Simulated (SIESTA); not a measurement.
Runs of SIESTA 5.4.2 on WS4. The cell holds a slab with vacuum, 5 atoms: a = 3.184 Å, b = 3.184 Å, c = 45.782 Å, α = 90.00°, β = 90.00°, γ = 120.00°. 

| level | potentials or basis | gap on the mesh (eV) | largest force (eV/Å) |
| --- | --- | --- | --- |
| WC | PseudoDojo 0.4 standard (PBEsol files), DZP (energy shift 0.003 Ry; two zetas on semicore shells) | none | 0.36 |
| PW91 | PseudoDojo 0.4 standard (PBE files), DZP (energy shift 0.003 Ry; two zetas on semicore shells) | none | 0.69 |
| AM05 | PseudoDojo 0.4 standard (PBEsol files), DZP (energy shift 0.003 Ry; two zetas on semicore shells) | none | (b) |
| PBE | PseudoDojo 0.4 standard (PBE files), DZP (energy shift 0.003 Ry; two zetas on semicore shells) | none | 0.67 |
| PBEsol | PseudoDojo 0.4 standard (PBEsol files), DZP (energy shift 0.003 Ry; two zetas on semicore shells) | none | 0.29 |
| LDA | PseudoDojo 0.4 standard (LDA files), DZP (energy shift 0.003 Ry; two zetas on semicore shells) | none | (a) |

Alike in all rows: task single point; no spin polarisation; cell as given; k mesh 10 × 10 × 1; smearing fermi-dirac 0.05 eV; grid cutoff 800 Ry; energy shift 0.003 Ry.

Task: Estimate the missing entries.

Result: (a) 0.03; (b) 0.23.

Caveats: the basis of atomic orbitals isn't converged, which shifts pressures, moduli and gaps; the potentials were made for another functional, which shifts forces and pressure (some runs).

A k mesh can miss the band edges, and the runs leave out spin-orbit coupling on W.

A gap of «none» marks a metal or a gap under the smearing width.
